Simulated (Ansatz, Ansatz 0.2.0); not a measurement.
# Lattice constant of cubic Cd₂Ta₂O₇: PBEsol meets a 1 % target on a coarse k mesh

## Experiment

The reference is a cubic lattice constant of a = 10.376 Å for Cd₂Ta₂O₇, taken from a printed reference work on crystal structures of pyrochlores, silicon nitride and zeolites. It is a compiled value; neither the method nor the temperature is given with it. We take it to be most likely a room-temperature X-ray result on powder or ceramic material, which is our own reading. The diffraction structure from which our relaxations start has a = 10.380 Å, larger by 0.004 Å. That difference is far too small to matter for the comparison made here.

| compared with | measured | source's wording or label | method |
| --- | --- | --- | --- |
| a (Å) | 10.376 | 1.0376 nm | compiled value, method not stated |

Conditions are those given with the value in the passage it was taken from; "not stated" means there, and the paper may say more elsewhere. The values are a selection: others may have been left out beforehand as unlike or outlying.

## Plan

We want the cheapest level of theory that gives the lattice constant of Cd₂Ta₂O₇ within 1 %, or about 0.1 Å. This is close enough for a sound starting cell in further calculations, and it is a demand that a good semilocal functional should meet in an oxide but that a poorly suited one can fail. A static calculation leaves out thermal expansion and zero-point motion, which together probably lengthen a by a few tenths of a per cent in a stiff oxide such as this; a stricter target would call for treating them explicitly.

The model is the ideal pyrochlore in space group Fd-3m, with 22 atoms in the primitive cell. Cell and atoms are relaxed with the symmetry kept. The compound is a non-magnetic d⁰ insulator, so a calculation without spin polarisation is appropriate. A structural transition is reported below room temperature, and the cubic cell may therefore not be the static ground state; it is nevertheless the phase to compare with the reference value.

We begin with a semilocal functional on a coarse k mesh, then test mesh, cutoff and potentials at the level that meets the target. Further functionals or a dispersion term come in only where the results call for them.

Plain PBE isn't shown in this study.

System: Cd2Ta2O7, pyrochlore; Fd-3m (No. 227), 22 atoms in the primitive cell; the database structure is a diffraction structure: a = 10.380 Å; structure from the Crystallography Open Database.

On the selection of runs and values: Further runs on this system are not shown.

## 1. PBEsol on a coarse mesh

PBEsol was designed for the equilibrium geometry of solids and costs little more than LDA, so the saving is to be sought in the k mesh rather than in the functional. For an insulator with a primitive cell of this size, a 2×2×2 mesh is a sensible lightest setting. We expect a lattice constant within about 1 % of the measured one.

**Run 1.** Ansatz 0.2.0: PBEsol, cell and atoms relaxed from the database structure, PAW set soft_2, cutoff 420 eV (default), 2x2x2 k mesh, Gaussian smearing 0.02 eV.

Key lines of the input:
```
crystal:
  # lattice and atoms
kpoints:
  mp_grid: { grid: [2, 2, 2] }
hamiltonian:
  xc: pbesol
scf:
  occupations: { method: gaussian, width: 0.02 }
output:
  forces: true
  stress: true
relax:
  adjacent_minimum: "off"
  f_tol: 0.005
  max_steps: 60
  cell: { stress_tol: 0.03 }
```

Command:
```
ansatz run input.yaml --threads 4 --pin off --max-ram 16384MiB --backend cpu --events-out ev --progress --plain --runs-dir out
```

Selected lines of the output:
```
relax step   1: F+E_penalty+E_count = -79827.95118944 eV  [...]  max|allowed force component| = 9.880e-1 eV/Å  [...]  P = -4.636 GPa  Ω = 279.597 Å³  (8 SCF iters, dr2 threshold 1.00e-7 eV [...]
relax step   2: F+E_penalty+E_count = -79828.36495017 eV  [...]  max|allowed force component| = 1.061e-1 eV/Å  [...]  P = -0.002 GPa  Ω = 280.172 Å³  [...]
relax step   4: F+E_penalty+E_count = -79828.37428685 eV  [...]  max|allowed force component| = 3.844e-4 eV/Å  [...]  P = -0.008 GPa  Ω = 279.359 Å³  [...]
```

Converged; 14 s on 4 cores of Arm Neoverse V1, shared host.

| quantity | run 1 | measured | deviation |
| --- | --- | --- | --- |
| a (Å) | 10.377 | 10.376 | +0.001 (+0.0 %) |
| conventional cell volume (Å³) | 1117.4 |  |  |

The coarse-mesh PBEsol run gives a = 10.377 Å, 0.001 Å above the reference and far inside the 1 % target. Such close agreement should not be taken as the accuracy of the functional: the calculated cell is static, and the expected thermal and zero-point expansion would move it upwards by more than this difference.

The relaxation also shows why the atoms had to be free. At the starting geometry the largest force is almost 1 eV/Å and the pressure is −4.636 GPa. One step later the pressure has all but vanished and the force has fallen to about a tenth, although the volume has changed by only about 0.2 %. Most of that pressure therefore came from the atomic positions, in the pyrochlore structure the one free oxygen coordinate, and not from a wrong lattice constant.

## 2. Denser k meshes

The 2×2×2 mesh was chosen for its low cost and has yet to be justified. We repeat the relaxation with 4×4×4 and 6×6×6 meshes, everything else unchanged. For an insulator we expect shifts of a few thousandths of an ångström at most. The first run took only seconds, so there is little reason to economise on this test.

**Run 2.** Ansatz 0.2.0: PBEsol, cell and atoms relaxed from the database structure, PAW set soft_2, cutoff 420 eV (default), 4x4x4 k mesh, Gaussian smearing 0.02 eV.

Key lines of the input, as changed from run 1:
```diff
  kpoints:
-   mp_grid: { grid: [2, 2, 2] }
+   mp_grid: { grid: [4, 4, 4] }
```

Selected lines of the output:
```
relax step   4: F+E_penalty+E_count = -79828.47466963 eV  [...]  max|allowed force component| = 3.658e-4 eV/Å  [...]  P = -0.008 GPa  Ω = 279.266 Å³  [...]
  cell:  # Å, volume = 279.2658 Å³
```

Converged; 35 s of wall time.

**Run 3.** Ansatz 0.2.0: PBEsol, cell and atoms relaxed from the database structure, PAW set soft_2, cutoff 420 eV (default), 6x6x6 k mesh, Gaussian smearing 0.02 eV.

Key lines of the input, as changed from run 1:
```diff
  kpoints:
-   mp_grid: { grid: [2, 2, 2] }
+   mp_grid: { grid: [6, 6, 6] }
```

Command:
```
ansatz run input.yaml --threads 8 --pin off --max-ram 16384MiB --backend cpu --events-out ev --progress --plain --runs-dir out
```

Selected lines of the output:
```
relax step   4: F+E_penalty+E_count = -79828.47619629 eV  [...]  max|allowed force component| = 3.638e-4 eV/Å  [...]  P = -0.007 GPa  Ω = 279.268 Å³  [...]
  cell:  # Å, volume = 279.2680 Å³
```

Converged; 32 s on 8 cores of Arm Neoverse V2, shared host.

| quantity | run 2 | run 3 | measured |
| --- | --- | --- | --- |
| a (Å) | 10.376 | 10.376 | 10.376 |
| conventional cell volume (Å³) | 1117.1 | 1117.1 |  |

The mesh matters little. Going from 2×2×2 to 4×4×4 shortens a by about 0.001 Å, and the 6×6×6 mesh leaves it at 10.376 Å, with no change at the printed precision. The lattice constant is thus converged with respect to the mesh at 4×4×4, and even the coarsest mesh is ample for a 1 % target. The total energy is more sensitive: it drops by about 0.1 eV per primitive cell between the first two meshes, so the 2×2×2 setting should not be carried over to energies without a test.

## 3. Cutoff and pseudopotentials

Two technical choices remain behind the agreement: the 420 eV cutoff and the PAW set. We test them separately on the 4×4×4 mesh, first by raising the cutoff to 590 eV with the same PAW set, then by replacing that set with PseudoDojo norm-conserving pseudopotentials at their own, much higher cutoff. The second run should be clearly dearer, but it is the more searching check, because a higher cutoff cannot reveal an error built into the potentials. We expect shifts of a few tenths of a per cent at most.

**Run 4.** Ansatz 0.2.0: PBEsol, cell and atoms relaxed from the database structure, PAW set soft_2, cutoff 590 eV, 4x4x4 k mesh, Gaussian smearing 0.02 eV.

Key lines of the input, as changed from run 2:
```diff
+ basis:
+   ecutwfc: 590.0
```

Selected lines of the output:
```
relax step   5: F+E_penalty+E_count = -79828.56949314 eV  [...]  max|allowed force component| = 1.988e-4 eV/Å  [...]  P = -0.004 GPa  Ω = 279.221 Å³  [...]
  cell:  # Å, volume = 279.2206 Å³
```

Converged; 30 s of wall time.

**Run 5.** Ansatz 0.2.0: PBEsol, PseudoDojo norm-conserving pseudopotentials, cell and atoms relaxed from the database structure, cutoff 1388 eV (default), 4x4x4 k mesh, Gaussian smearing 0.02 eV.

Key lines of the input, as changed from run 2:
```diff
  hamiltonian:
+   pseudopotentials: { kind: nc, accuracy: standard }
```

Selected lines of the output:
```
relax step   1: F+E_penalty+E_count = -32453.63614531 eV  [...]  max|allowed force component| = 1.074e0 eV/Å  [...]  P = -5.763 GPa  Ω = 279.597 Å³  (10 SCF iters, dr2 threshold 1.00e-7 eV [...]
  cell:  # Å, volume = 277.9222 Å³
```

Converged; 87 s of wall time.

| quantity | run 4 | run 5 | measured |
| --- | --- | --- | --- |
| a (Å) | 10.375 | 10.359 | 10.376 |
| conventional cell volume (Å³) | 1116.9 | 1111.7 |  |

Raising the cutoff to 590 eV changes a by less than 0.001 Å, a difference that the stress threshold of the relaxations could account for by itself. The default cutoff is therefore adequate for this lattice constant.

The potentials matter more. With the norm-conserving set a falls to 10.359 Å, about 0.017 Å or 0.2 % below the 10.376 Å of both the PAW result on the same mesh and the reference. This is far more than the mesh or the cutoff contributed, and it shows that the agreement to a thousandth of an ångström belongs to one particular PAW set and not to PBEsol as such. Which of the two sets is nearer to the all-electron result is not shown in this report. For the 1 % target the question can stay open, since both meet it with a wide margin.

We end the calculations here. The lightest setting already meets the target, and the tests of mesh, cutoff and potentials leave that result standing, so nothing calls for a dispersion term or a dearer functional.

## Summary of runs

| run | settings | a (Å) | deviation | cost |
| --- | --- | --- | --- | --- |
| 1 | PBEsol, PAW set soft_2, cutoff 420 eV (default), 2x2x2 k mesh | 10.377 | +0.001 (+0.0 %) | under 1 core-min |
| 2 | PBEsol, PAW set soft_2, cutoff 420 eV (default), 4x4x4 k mesh | 10.376 | 0.000 (−0.0 %) | 2.4 core-min |
| 3 | PBEsol, PAW set soft_2, cutoff 420 eV (default), 6x6x6 k mesh | 10.376 | 0.000 (−0.0 %) | 4.3 core-min |
| 4 | PBEsol, PAW set soft_2, cutoff 590 eV, 4x4x4 k mesh | 10.375 | −0.001 (−0.0 %) | 4 core-min |
| 5 | PBEsol, PseudoDojo norm-conserving pseudopotentials, cutoff 1388 eV (default), 4x4x4 k mesh | 10.359 | −0.017 (−0.2 %) | 12 core-min |
|  | measured | 10.376 |  |  |

Further runs on the same system, made beside this series (convergence steps with loose settings among them):

| further | settings | a (Å) | deviation | cost |
| --- | --- | --- | --- | --- |
| F1 | PBEsol+D3(BJ), PAW set soft_2, cutoff 420 eV (default), 4x4x4 k mesh | 10.320 | −0.056 (−0.5 %) | 3.6 core-min |
| F2 | BLYP, PAW set soft_2, cutoff 420 eV (default), 4x4x4 k mesh | 10.599 | +0.223 (+2.1 %) | 4.9 core-min |
| F3 | BLYP+D3(BJ), PAW set soft_2, cutoff 420 eV (default), 4x4x4 k mesh | 10.464 | +0.088 (+0.8 %) | 3.4 core-min |
| F4 | LDA, PAW set soft_2, cutoff 420 eV (default), 4x4x4 k mesh | 10.277 | −0.099 (−1.0 %) | 3.2 core-min |
|  | measured | 10.376 |  |  |

## Verdict

PBEsol with the PAW set, the default cutoff and a 2×2×2 k mesh meets the 1 % target: it gives a = 10.377 Å against the measured 10.376 Å, for less than one core-minute. It is the cheapest level shown in this report.

The change of potentials was the most informative check. It shortened a by 0.017 Å, whereas the denser meshes and the higher cutoff each moved it by about 0.001 Å at most. The 6×6×6 mesh added nothing for this purpose.

The further runs show that the choice of functional matters much more. LDA gives 10.277 Å, a narrow pass at 0.099 Å below the reference, while BLYP misses the target at 2.1 % above it. Adding D3(BJ) shortens the lattice constant with both functionals to which it was applied. It brings BLYP inside the target at +0.8 %, which we read as a partial offset of that functional's overestimate, but takes PBEsol from near coincidence to 0.5 % below the reference. The target therefore gives no reason to add dispersion to PBEsol.

The near-exact PBEsol value is partly fortuitous. If the reference is a room-temperature value, as we suppose, thermal and zero-point expansion of a few tenths of a per cent would put the PAW result slightly too high. The norm-conserving result, 0.2 % too low as it stands, would move towards the reference or somewhat past it. Neither shift threatens the pass, but together they prevent a ranking at the level of a few tenths of a per cent. Whether the cubic cell is the static ground state is not shown in this report, since the relaxations kept the cubic symmetry.

[Logs are printed without paths, hosts, clocks, repeated set-up lines and the standing remarks that a program may print on its own settings, such as how far it seeks lower states.]

[The runs shown are a pick from a larger set of finished runs; failed, doubtful and other runs were left out of it ahead of writing. So were measured values far from every level or from commonly accepted values, and agreement can look better than it is. Lines of input and output are excerpts and may be shortened.]
